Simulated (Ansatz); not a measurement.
# Au(111) / 3 layers Cd(0001) / Au(111): resistance against film thickness, part 2 of 2

How does the resistance across the layers grow with the film in Au(111) / 3 layers Cd(0001) / Au(111)?

Ansatz 0.2.0; Ansatz plane-wave DFT, PBE, PAW files; ballistic transport by layer matching (Landauer), zero bias.

So far. Step 4 (With 6 layers, film layers 6): The conductance of the junction is 3.2e14 S/m², 2.7 % over the 3.1e14 S/m² of the last finished run, within the error estimates, leads' steps apart, of 4.5 and 8.1 %.

## 5. With 8 layers, film layers 8

The stack now holds 8 film layers; the k-mesh follows the cell, and the energies span -0.27 to 0.27 eV.

System of this step: Au(111) / 8 layers Cd(0001) / Au(111). The cell holds 16 atoms: 8 Au and 8 Cd. Cell: a = 2.884 Å, b = 2.884 Å, c = 42.846 Å, α = 91.9°, β = 88.1°, γ = 120.0°. It derives from Au and Cd. Regions: lead, 8 atoms (8 Au); films, 8 atoms (8 Cd). The structure is stacked along c, and the current runs across the ab planes.

Contents of input.yaml:

```yaml
crystal:
  lattice:
    - [2.8837582304, 0.0, 0.0]
    - [-1.4418791152, 2.4974078859, 0.0]
    - [1.4418791152, -0.8324692953, 42.8139187935]
  atoms:
    - { symbol: Au, position: [0.9908340605, 0.0091659395, 0.0274978185] }
    - { symbol: Au, position: [0.3058355148, 0.6941644852, 0.0824934555] }
    - { symbol: Au, position: [0.6208369692, 0.3791630308, 0.1374890924] }
    - { symbol: Au, position: [0.9358384235, 0.0641615765, 0.1924847294] }
    - { symbol: Cd, position: [0.2483384235, 0.7516615765, 0.2549847294] }
    - { symbol: Cd, position: [0.5583369692, 0.4416630308, 0.3249890924] }
    - { symbol: Cd, position: [0.2016688482, 0.7983311518, 0.3949934555] }
    - { symbol: Cd, position: [0.5116673938, 0.4883326062, 0.4649978185] }
    - { symbol: Cd, position: [0.1549992728, 0.8450007272, 0.5350021815] }
    - { symbol: Cd, position: [0.4649978185, 0.5350021815, 0.6050065445] }
    - { symbol: Cd, position: [0.1083296975, 0.8916703025, 0.6750109076] }
    - { symbol: Cd, position: [0.4183282431, 0.5816717569, 0.7450152706] }
    - { symbol: Au, position: [0.7308282431, 0.2691717569, 0.8075152706] }
    - { symbol: Au, position: [0.0458296975, 0.9541703025, 0.8625109076] }
    - { symbol: Au, position: [0.3608311518, 0.6391688482, 0.9175065445] }
    - { symbol: Au, position: [0.6758326062, 0.3241673938, 0.9725021815] }
kpoints:
  mp_grid: { grid: [15, 15, 1] }
hamiltonian:
  xc: pbe
scf:
  occupations: { method: fermi_dirac, width: 0.1 }
output:
  transmission:
    leads: [[0, 1]]
    kmesh: [30, 30]
    e_range: [-0.27, 0.27]
    de: 0.036
  write_potential: true
  write_density: true
  volumetric_format: npy
```

Launch:

```
ansatz run input.yaml --threads 4 --pin off --max-ram 8192MiB --backend cpu --events-out ev --progress --plain --runs-dir out
```

Run time: 3.5 min. Hardware: 4 threads of Arm Neoverse V2, shared host; peak memory 2.8 GiB; 13 min of CPU time.

Numbers from this step:

```
free energy                                                                : -171229.8869 eV
energy at zero smearing                                                    : -171229.8214 eV
Fermi energy                                                               : 17.34 eV
step of the lead's potential                                               : 5.2 meV
lead conductance per cell                                                  : 0.7942 G₀
conductance of the junction                                                : 3.10e14 S/m²
junction conductance per cell                                              : 0.2879 G₀
estimated errors of the junction's conductance                             : 0.2, 0, 15, 1.5, 1.4 % (energy step, band edges, k-mesh, leads' steps, distance from neutral)
area resistance that the stack adds (contact term taken off, spin by spin) : 2.058 fΩ m²
```

Per spin. Table of transmission, zone mean by energy, zero at the Fermi level:

```
energy (eV)  transmission, zone mean
     -0.270                    0.262
     -0.234                    0.265
     -0.198                    0.268
     -0.162                    0.264
     -0.126                    0.266
     -0.090                    0.271
     -0.054                    0.279
     -0.018                    0.288
      0.018                    0.294
      0.054                    0.293
      0.090                    0.285
      0.126                    0.277
      0.162                    0.271
      0.198                    0.269
      0.234                    0.269
      0.270                    0.272
```

The conductance of the junction is 3.1e14 S/m², 2.8 % under the 3.2e14 S/m² of the last finished run, within the error estimates, leads' steps apart, of 8.1 and 15 %.

## 6. With 10 layers, film layers 10

The stack now holds 10 film layers; the k-mesh follows the cell, and the energies span -0.27 to 0.27 eV.

System of this step: Au(111) / 10 layers Cd(0001) / Au(111). The cell holds 18 atoms: 8 Au and 10 Cd. Cell: a = 2.884 Å, b = 2.884 Å, c = 48.837 Å, α = 91.7°, β = 88.3°, γ = 120.0°. It derives from Au and Cd. Regions: lead, 8 atoms (8 Au); films, 10 atoms (10 Cd). The structure is stacked along c, and the current runs across the ab planes.

Contents of input.yaml:

```yaml
crystal:
  lattice:
    - [2.8837582304, 0.0, 0.0]
    - [-1.4418791152, 2.4974078859, 0.0]
    - [1.4418791152, -0.8324692953, 48.8082410212]
  atoms:
    - { symbol: Au, position: [0.9919597637, 0.0080402363, 0.0241207088] }
    - { symbol: Au, position: [0.3092126246, 0.6907873754, 0.0723621263] }
    - { symbol: Au, position: [0.6264654854, 0.3735345146, 0.1206035439] }
    - { symbol: Au, position: [0.9437183462, 0.0562816538, 0.1688449614] }
    - { symbol: Cd, position: [0.2587769656, 0.7412230344, 0.2236691032] }
    - { symbol: Cd, position: [0.5716413436, 0.4283586564, 0.2850759692] }
    - { symbol: Cd, position: [0.217839055, 0.782160945, 0.3464828351] }
    - { symbol: Cd, position: [0.530703433, 0.469296567, 0.4078897011] }
    - { symbol: Cd, position: [0.1769011443, 0.8230988557, 0.469296567] }
    - { symbol: Cd, position: [0.4897655223, 0.5102344777, 0.530703433] }
    - { symbol: Cd, position: [0.1359632337, 0.8640367663, 0.5921102989] }
    - { symbol: Cd, position: [0.4488276117, 0.5511723883, 0.6535171649] }
    - { symbol: Cd, position: [0.0950253231, 0.9049746769, 0.7149240308] }
    - { symbol: Cd, position: [0.4078897011, 0.5921102989, 0.7763308968] }
    - { symbol: Au, position: [0.7229483205, 0.2770516795, 0.8311550386] }
    - { symbol: Au, position: [0.0402011813, 0.9597988187, 0.8793964561] }
    - { symbol: Au, position: [0.3574540421, 0.6425459579, 0.9276378737] }
    - { symbol: Au, position: [0.6747069029, 0.3252930971, 0.9758792912] }
kpoints:
  mp_grid: { grid: [15, 15, 1] }
hamiltonian:
  xc: pbe
scf:
  occupations: { method: fermi_dirac, width: 0.1 }
output:
  transmission:
    leads: [[0, 1]]
    kmesh: [30, 30]
    e_range: [-0.27, 0.27]
    de: 0.036
  write_potential: true
  write_density: true
  volumetric_format: npy
```

The job ended after 4.2 min (4 threads; peak memory 3.5 GiB; 16 min of CPU time).

Numbers from this step:

- free energy: -187738.7219 eV
- energy at zero smearing: -187738.6450 eV
- Fermi energy: 16.99 eV
- step of the lead's potential: 4.7 meV
- lead conductance per cell: 0.7940 G₀
- conductance of the junction: 2.95e14 S/m²
- junction conductance per cell: 0.2739 G₀
- estimated errors of the junction's conductance: 0.1, 0, 10.3, 1.5, 1.6 % (energy step, band edges, k-mesh, leads' steps, distance from neutral)
- area resistance that the stack adds (contact term taken off, spin by spin): 2.222 fΩ m²

Per spin. Table of transmission, zone mean by energy, zero at the Fermi level:

```
energy (eV)  transmission, zone mean
     -0.270                    0.293
     -0.234                    0.279
     -0.198                    0.270
     -0.162                    0.271
     -0.126                    0.263
     -0.090                    0.260
     -0.054                    0.263
     -0.018                    0.269
      0.018                    0.277
      0.054                    0.287
      0.090                    0.290
      0.126                    0.304
      0.162                    0.312
      0.198                    0.310
      0.234                    0.307
      0.270                    0.310
```

The conductance of the junction is 2.9e14 S/m², 4.8 % under the 3.1e14 S/m² of the last finished run, within the error estimates, leads' steps apart, of 15 and 10 %.

## 7. Cost and result by level

Times are for 4 threads of Arm Neoverse V2, shared host. The series side by side:

```
no.  film layers  area resistance that the stack adds (contact term taken off, spin by spin) (fΩ m²)  conductance of the junction (S/m²)     time  memory (GiB)
  1            3                                                                               1.167                             4.27e14    2 min           1.1
  2            5                                                                               2.049                             3.10e14     80 s           1.4
  3            6                                                                               1.966                             3.19e14  2.8 min           2.2
  4            8                                                                               2.058                             3.10e14  3.5 min           2.8
  5           10                                                                               2.222                             2.95e14  4.2 min           3.5
```

## 8. With 5 layers

The same run once more with an input made wrong on purpose.

This step: Ansatz plane-wave DFT, PBE, PAW files; ballistic transport by layer matching (Landauer), zero bias; changed: output.transmission.de = 0.5, output.transmission.e_range = [-2, 2], scf.max_iter = 60 (Ansatz 0.2.0).

System of this step: Au(111) / 5 layers Cd(0001) / Au(111). The cell holds 13 atoms: 8 Au and 5 Cd. Its edges and angles: a = 2.884 Å, b = 2.884 Å, c = 33.822 Å, α = 90.0°, β = 90.0°, γ = 120.0°. It derives from Au and Cd. Regions: lead, 8 atoms (8 Au); films, 5 atoms (5 Cd). The structure is stacked along c, and the current runs across the ab planes.

Contents of input.yaml:

```yaml
crystal:
  lattice:
    - [2.8837582304, 0.0, 0.0]
    - [-1.4418791152, 2.4974078859, 0.0]
    - [0.0, 0.0, 33.8224354519]
  atoms:
    - { symbol: Au, position: [0.0, 0.0, 0.0348079419] }
    - { symbol: Au, position: [0.3333333333, 0.6666666667, 0.1044238257] }
    - { symbol: Au, position: [0.6666666667, 0.3333333333, 0.1740397094] }
    - { symbol: Au, position: [0.0, 0.0, 0.2436555932] }
    - { symbol: Cd, position: [0.3333333333, 0.6666666667, 0.3227708281] }
    - { symbol: Cd, position: [0.6666666667, 0.3333333333, 0.411385414] }
    - { symbol: Cd, position: [0.3333333333, 0.6666666667, 0.5] }
    - { symbol: Cd, position: [0.6666666667, 0.3333333333, 0.588614586] }
    - { symbol: Cd, position: [0.3333333333, 0.6666666667, 0.6772291719] }
    - { symbol: Au, position: [0.6666666667, 0.3333333333, 0.7563444068] }
    - { symbol: Au, position: [0.0, 0.0, 0.8259602906] }
    - { symbol: Au, position: [0.3333333333, 0.6666666667, 0.8955761743] }
    - { symbol: Au, position: [0.6666666667, 0.3333333333, 0.9651920581] }
kpoints:
  mp_grid: { grid: [15, 15, 1] }
hamiltonian:
  xc: pbe
scf:
  occupations: { method: fermi_dirac, width: 0.1 }
  max_iter: 60
output:
  transmission: { leads: [[0, 1]], kmesh: [30, 30], e_range: [-2, 2], de: 0.5 }
  write_potential: true
  write_density: true
  volumetric_format: npy
```

It took 86 s on 4 threads; peak memory 1.4 GiB.

Residual by cycle:

cycle, log10 residual and a bar from the least value:
```
        1        1.2 ##############################
        2        1.0 #############################
        3        0.3 ###########################
        4       -1.4 #####################
        5       -2.4 #################
        6       -3.0 ###############
        7       -3.9 ############
        8       -5.1 #######
        9       -5.8 #####
       10       -6.4 ###
       11       -7.2
```

The run finished. A setting was moved off its sound value on purpose, so it serves as a test and not as the result.

The fault put into the input: an energy step too wide for a conductance (output.transmission.de = 0.5 and output.transmission.e_range = [-2, 2]).

## 9. What came out

| Property | Result |
| --- | --- |
| area resistance, 3 layers | 1.17 fΩ m² |
| area resistance, 5 layers | 2.05 fΩ m² |
| area resistance, 6 layers | 1.97 fΩ m² |
| area resistance, 8 layers | 2.06 fΩ m² |
| area resistance, 10 layers | 2.22 fΩ m² |

**Reading.** The stack adds 1.2 fΩ m² with 3 layers and 2.2 fΩ m² with 10. From 5 layers on no step exceeds the two runs' error estimates together, as expected where only the two interfaces scatter; half the mean, 1.0 fΩ m², is a rough coherent figure for one interface. With an hcp and an fcc partner, odd and even counts of layers end in unlike stacking at the second interface, which mixes with the effect of thickness. Atoms sit on ideal sites and aren't relaxed. Spin-orbit coupling is left out, which matters for Au. The program's error estimates for the conductances, leads' steps apart, run from 2.7 to 15 %. Cd(0001) is compressed by 3.2 % in plane to fit Au(111), at its own atomic volume.

[Logs are printed without paths, hosts, clocks, repeated set-up lines and the standing remarks that a program may print on its own settings, such as how far it seeks lower states.]

[Hosts, paths, dates, database ids (printed as entryN), source tags and the programs' standing remarks are cut or masked in the printed files.]
